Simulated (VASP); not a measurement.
# Sc (Fm-3m) in VASP: a series of runs

One crystal, Sc, is run at these levels: PBE; tasks: single point.

All numbers are computed with VASP 6.6.1; they aren't measurements. Logs are shortened: lines on timing, memory, paths and dates and some standing lists are left out, and cuts for length are marked.

## Step 1: The crystal as given

Symmetry: Fm-3m, No. 225, cubic system. The conventional cell has a = 4.520 Å, b = 4.520 Å, c = 4.520 Å, α = 90.00°, β = 90.00°, γ = 90.00°. Sc (site symmetry m-3m) has 12 Sc at 3.20 Å as nearest neighbours.

This isn't the form of Sc at room conditions, which is hcp.

## Step 2: Single point, PBE

INCAR

```
PREC = Accurate
ENCUT = 520
EDIFF = 1E-6
ISMEAR = 0
SIGMA = 0.02
LREAL = False
LASPH = True
NELM = 100
ALGO = Normal
ISIF = 2
LWAVE = False
LCHARG = False
GGA = PE
NBANDS = 12
```

KPOINTS

```
Automatic mesh
0
Gamma
  10 10 10
```

POSCAR

```
Sc
1.0
    0.0000000000      2.2600000000      2.2600000000
    2.2600000000      0.0000000000      2.2600000000
    2.2600000000      2.2600000000      0.0000000000
Sc
1
Direct
    0.0000000000      0.0000000000      0.0000000000
```

Potentials or basis: VASP PAW PBE potentials, release 54 (Sc_sv).

Run with:

```sh
$ cat potpaw_PBE.54/Sc_sv/POTCAR > POTCAR
$ mpirun -np 1 vasp_std > vasp.out
```

OUTCAR:

```text
PREC = Accurate
   ENCUT = 520
   EDIFF = 1E-6
   ISMEAR = 0
   LREAL = False
   LASPH = True
   NELM = 100
   ISIF = 2
   GGA = PE

 ion  position               nearest neighbor table
   1  0.000  0.000  0.000-

  LATTYP: Found a face centered cubic cell.
 ALAT       =     4.5200000000

  Lattice vectors:

 A1 = (   0.0000000000,   2.2600000000,   2.2600000000)
 A2 = (   2.2600000000,   0.0000000000,   2.2600000000)
 A3 = (   2.2600000000,   2.2600000000,   0.0000000000)

Analysis of symmetry for initial positions (statically):
=====================================================================
 Subroutine PRICEL returns:
 Original cell was already a primitive cell.

 Routine SETGRP: Setting up the symmetry group for a
 face centered cubic supercell.

 Subroutine GETGRP returns: Found 48 space group operations
 (whereof 48 operations were pure point group operations)
 out of a pool of 48 trial point group operations.

The static configuration has the point symmetry O_h .

Analysis of symmetry for dynamics (positions and initial velocities):
=====================================================================
 Subroutine PRICEL returns:
 Original cell was already a primitive cell.

 Routine SETGRP: Setting up the symmetry group for a
 face centered cubic supercell.

 Subroutine GETGRP returns: Found 48 space group operations
 (whereof 48 operations were pure point group operations)
 out of a pool of 48 trial point group operations.

The dynamic configuration has the point symmetry O_h .

 Subroutine INISYM returns: Found 48 space group operations
 (whereof 48 operations are pure point group operations),
 and found     1 'primitive' translations

----------------------------------------------------------------------------------------

                                     Primitive cell

  volume of cell :      23.0864

  direct lattice vectors                    reciprocal lattice vectors
     0.000000000  2.260000000  2.260000000    -0.221238938  0.221238938  0.221238938
     2.260000000  0.000000000  2.260000000     0.221238938 -0.221238938  0.221238938
     2.260000000  2.260000000  0.000000000     0.221238938  0.221238938 -0.221238938

  length of vectors
     3.196122651  3.196122651  3.196122651     0.383197081  0.383197081  0.383197081

  position of ions in fractional coordinates (direct lattice)
     0.000000000  0.000000000  0.000000000

  ion indices of the primitive-cell ions
   primitive index   ion index
                 1           1

----------------------------------------------------------------------------------------

 KPOINTS: Automatic mesh

Automatic generation of k-mesh.
 Grid dimensions read from file:
 generate k-points for:   10   10   10

 Generating k-lattice:

  Cartesian coordinates                     Fractional coordinates (reciprocal lattice)
    -0.022123894  0.022123894  0.022123894     0.100000000  0.000000000  0.000000000
     0.022123894 -0.022123894  0.022123894     0.000000000  0.100000000  0.000000000
     0.022123894  0.022123894 -0.022123894     0.000000000  0.000000000  0.100000000

  Length of vectors
     0.038319708  0.038319708  0.038319708

  Shift w.r.t. Gamma in fractional coordinates (k-lattice)
     0.000000000  0.000000000  0.000000000

 Subroutine IBZKPT returns following result:
 ===========================================

 Found     47 irreducible k-points:

 Following reciprocal coordinates:
            Coordinates               Weight
  0.000000  0.000000  0.000000      1.000000
  0.100000  0.000000  0.000000      8.000000
  0.200000  0.000000  0.000000      8.000000
  0.300000  0.000000  0.000000      8.000000
  0.400000  0.000000  0.000000      8.000000
  0.500000  0.000000  0.000000      4.000000
[... 39 lines left out ...]
 -0.300000  0.400000  0.200000     24.000000
 -0.300000  0.500000  0.200000     12.000000
   k-points           NKPTS =     47   k-points in BZ     NKDIM =     47   number of bands    NBANDS=     12
   number of dos      NEDOS =    301   number of ions     NIONS =      1
   total plane-waves  NPLWV =  13824
   dimension x,y,z NGX =    24 NGY =   24 NGZ =   24
   dimension x,y,z NGXF=    48 NGYF=   48 NGZF=   48
   ions per type =               1
   NGX,Y,Z   is equivalent  to a cutoff of  12.48, 12.48, 12.48 a.u.
   NGXF,Y,Z  is equivalent  to a cutoff of  24.97, 24.97, 24.97 a.u.
 SYSTEM =  unknown system
   PREC   = accura    normal or accurate (medium, high low for compatibility)
   ISTART =      0    job   : 0-new  1-cont  2-samecut
   ICHARG =      2    charge: 1-file 2-atom 10-const
   ISPIN  =      1    spin polarized calculation?
   LNONCOLLINEAR =      F non collinear calculations
   LSORBIT =      F    spin-orbit coupling
   LASPH  =      T    aspherical Exc in radial PAW
   ENCUT  =  520.0 eV  38.22 Ry    6.18 a.u.   5.94  5.94  5.94*2*pi/ulx,y,z
   NELM   =    100;   NELMIN=  2; NELMDL= -5     # of ELM steps
   EDIFF  = 0.1E-05   stopping-criterion for ELM
   LREAL  =      F    real-space projection
   EDIFFG = 0.1E-04   stopping-criterion for IOM
   NSW    =      0    number of steps for IOM
   IBRION =     -1    ionic relax: 0-MD 1-quasi-New 2-CG
   NFREE  =      0    steps in history (QN), initial steepest desc. (CG)
   ISIF   =      2    stress and relaxation
   ISYM   =      2    0-nonsym 1-usesym 2-fastsym
   POTIM  = 0.5000    time-step for ionic-motion
   TEBEG  =    0.0;   TEEND  =   0.0 temperature during run
   PSTRESS=    0.0 pullay stress
   NELECT =      11.0000    total number of electrons
   NUPDOWN=      -1.0000    fix difference up-down
   EMIN   =  10.00;   EMAX   =-10.00  energy-range for DOS
   EFERMI =   0.00;   METHOD = LEGACY
   ISMEAR =     0;   SIGMA  =   0.02  broadening in eV -4-tet -1-fermi 0-gaus
   EFERMI_NEDOS =   21; number of points for ismear=-14 and -15
   IALGO  =     38    algorithm
   IMIX   =      4    mixing-type and parameters
     AMIX     =   0.40;   BMIX     =  1.00
     AMIX_MAG =   1.60;   BMIX_MAG =  1.00
  volume/ion in A,a.u.               =      23.09       155.79
  Fermi-wavevector in a.u.,A,eV,Ry     =   1.278657  2.416311 22.245021  1.634963
  Thomas-Fermi vector in A             =   2.411187
   LORBIT       =      0    0 simple, 1 ext, 2 COOP (PROOUT), +10 PAW based schemes
   GGA     = PE    functional components
   LHFCALC =     F    Hartree Fock is set to
   AEXX    =    0.0000 exact exchange contribution
   IVDW    =     0    specifies the selected vdW correction
   LEPSILON=     F    determine dielectric tensor
   LRPA    =     F    only Hartree local field effects (RPA)
 non-spin polarized calculation
 Gauss-broadening in eV      SIGMA  =   0.02
  energy-cutoff  :      520.00
  volume of cell :       23.09
 maximum number of plane-waves:       636
   NGX = 11   NGY = 11   NGZ = 11

 number of electron      11.0000000 magnetization

 Free energy of the ion-electron system (eV)
  ---------------------------------------------------
  ext. energy  EPLUGINS =         0.00000000
  ---------------------------------------------------
  free energy    TOTEN  =        -6.18096188 eV

  energy without entropy =       -6.18065522  energy(sigma->0) =       -6.18080855

 E-fermi :   4.1316     XC(G=0): -10.1397

 val. band max:        4.1213911384   @ k =  -0.4000   0.4000   0.2000
 cond. band min:       4.1697922090   @ k =   0.4000   0.2000   0.0000
 fundamental gap:      0.0484010706
 Fermi energy:         4.1316345116

 k-point     1 :       0.0000    0.0000    0.0000
  band No.  band energies     occupation
      1     -45.1272      2.00000
      2     -23.5027      2.00000
      3     -23.5027      2.00000
      4     -23.5027      2.00000
      5      -1.1750      2.00000
      6       5.8064      0.00000
      7       5.8064      0.00000
      8       5.8064      0.00000
      9       7.3082      0.00000
     10       7.3082      0.00000
     11      17.0005      0.00000
     12      20.6623      0.00000

 k-point     2 :       0.1000    0.0000    0.0000
  band No.  band energies     occupation
      1     -45.1198      2.00000
      2     -23.5514      2.00000
      3     -23.5088      2.00000
      4     -23.5088      2.00000
      5      -0.9078      2.00000
      6       5.6072      0.00000
      7       5.9028      0.00000
      8       5.9028      0.00000
      9       7.2419      0.00000
     10       7.2419      0.00000
     11      17.2376      0.00000
     12      18.9450      0.00000

 k-point     3 :       0.2000    0.0000    0.0000
  band No.  band energies     occupation
      1     -45.1002      2.00000
      2     -23.6771      2.00000
      3     -23.5249      2.00000
      4     -23.5249      2.00000
      5      -0.1574      2.00000
      6       5.1472      0.00000
      7       6.0436      0.00000
      8       6.0436      0.00000
      9       7.2259      0.00000
     10       7.2259      0.00000
     11      16.2482      0.00000
     12      17.8417      0.00000
[... 526 lines left out ...]
 k-point    39 :      -0.3000    0.3000    0.1000
  band No.  band energies     occupation
      1     -45.0344      2.00000
      2     -23.8836      2.00000
      3     -23.7460      2.00000
      4     -23.6099      2.00000
      5       3.2357      2.00000
      6       4.0263      2.00000
      7       4.6808      0.00000
      8       6.6438      0.00000
      9       7.8626      0.00000
     10       9.6351      0.00000
     11      12.0133      0.00000
     12      14.2434      0.00000

 k-point    40 :      -0.2000    0.3000    0.1000
  band No.  band energies     occupation
      1     -45.0465      2.00000
      2     -23.8596      2.00000
      3     -23.7035      2.00000
      4     -23.5839      2.00000
      5       2.4150      2.00000
      6       4.3555      0.00000
      7       4.8258      0.00000
      8       6.6889      0.00000
      9       7.3274      0.00000
     10       8.9876      0.00000
     11      13.9866      0.00000
     12      14.1764      0.00000

 [... further k-points ...]

------------------------ aborting loop because EDIFF is reached ----------------------------------------

  FORCE on cell =-STRESS in cart. coord.  units (eV):
  Direction    XX          YY          ZZ          XY          YZ          ZX
  --------------------------------------------------------------------------------------
  -------------------------------------------------------------------------------------
  Total        0.5508950      0.5508950      0.5508950     -0.0000000      0.0000000     -0.0000000
  in kB       38.2317457     38.2317457     38.2317457     -0.0000000      0.0000000     -0.0000000
  external PRESSURE =      38.2317457 kB  Pullay stress =       0.0000000 kB

 VOLUME and BASIS-vectors are now :
 -----------------------------------------------------------------------------
  energy-cutoff  :      520.00
  volume of cell :       23.09
      direct lattice vectors                 reciprocal lattice vectors
     0.000000000  2.260000000  2.260000000    -0.221238938  0.221238938  0.221238938
     2.260000000  0.000000000  2.260000000     0.221238938 -0.221238938  0.221238938
     2.260000000  2.260000000  0.000000000     0.221238938  0.221238938 -0.221238938

 POSITION                                       TOTAL-FORCE (eV/Angst)
 -----------------------------------------------------------------------------------
      0.00000      0.00000      0.00000         0.000000      0.000000      0.000000
 -----------------------------------------------------------------------------------
    total drift:                               -0.000000      0.000000     -0.000000

  FREE ENERGIE OF THE ION-ELECTRON SYSTEM (eV)
  ---------------------------------------------------
  free  energy   TOTEN  =        -6.1809618833 eV

  energy  without entropy=       -6.1806552212  energy(sigma->0) =       -6.18080855
```

It took 8.3 s on 1 thread of Intel Xeon Platinum 8488C (Sapphire Rapids), shared host; peak memory 0.14 GiB.

Results:

| Quantity | Value |
| --- | --- |
| Free energy | -6.1810 eV |
| Pressure | 3.8 GPa |
| Band gap on the k mesh | none (metal or under the smearing width) |

## Step 3: Single point, PBE

run.py

```python
from ase.calculators.vasp import Vasp
from ase.dft.bandgap import bandgap
from ase.io import read

atoms = read('Sc.cif')
calc = Vasp(
    directory='calc',
    xc='pbe',
    pp='PBE',
    setups='recommended',
    pp_version='54',
    prec='Accurate',
    encut=520,
    ediff=1e-06,
    ismear=0,
    sigma=0.02,
    lreal=False,
    lasph=True,
    nelm=80,
    algo='Fast',
    isif=2,
    lwave=False,
    lcharg=True,
    lelf=True,
    lvhar=True,
    kpts=[10, 10, 10],
    gamma=True,
)
atoms.calc = calc

print('energy (eV):', atoms.get_potential_energy())
print('free energy (eV):', atoms.get_potential_energy(force_consistent=True))
print('forces (eV/A):')
print(atoms.get_forces())
print('stress (eV/A^3, Voigt):', atoms.get_stress())
print('Fermi level (eV):', calc.get_fermi_level())
gap, top, bottom = bandgap(calc)
print('band gap (eV):', gap, 'from (spin, k, band)', top, 'to', bottom)
```

Sc.cif

```cif
data_Sc
_cell_length_a 3.19612265
_cell_length_b 3.19612265
_cell_length_c 3.19612265
_cell_angle_alpha 60.00000000
_cell_angle_beta 60.00000000
_cell_angle_gamma 60.00000000
_space_group_name_H-M_alt 'P1'
_space_group_name_Hall 'P 1'
_space_group_IT_number 1
loop_
_space_group_symop_operation_xyz
'x,y,z'
loop_
_atom_site_label
_atom_site_type_symbol
_atom_site_symmetry_multiplicity
_atom_site_Wyckoff_symbol
_atom_site_fract_x
_atom_site_fract_y
_atom_site_fract_z
_atom_site_occupancy
Sc1 Sc 1 a 0.0000000000 0.0000000000 0.0000000000 1
```

Potentials or basis: VASP PAW PBE potentials, release 54 (Sc_sv).

Run with:

```sh
$ python run.py
```

It took 13 s on 1 thread of Intel Xeon Platinum 8488C (Sapphire Rapids), shared host; peak memory 0.13 GiB.

The run converged. Its results:

* Free energy: -6.1810 eV
* Pressure: 3.8 GPa
* Band gap on the k mesh: none (metal or under the smearing width)

Levels at points of the mesh, in eV from the Fermi level:
```tsv
k point	band 3	band 4	band 5	band 6	band 7	band 8
(0.00, 0.00, 0.00)	-27.63	-27.63	-5.31	1.67	1.67	1.67
(0.50, 0.00, 0.00)	-27.70	-27.70	-1.84	0.36	1.55	1.55
(0.50, 0.50, 0.00)	-27.81	-27.81	-1.66	-0.71	2.16	4.15
```

## Step 4: The reference run

An earlier run on the cell as given: functional PBE; potentials or basis VASP PAW PBE potentials, release 64 (Sc_sv); cutoff 520 eV; k mesh 10 × 10 × 10; occupations fermi-dirac, width 0.05 eV; no spin polarisation.

* Pressure: 3.8 GPa
* Band gap on the k mesh: none (metal or under the smearing width)
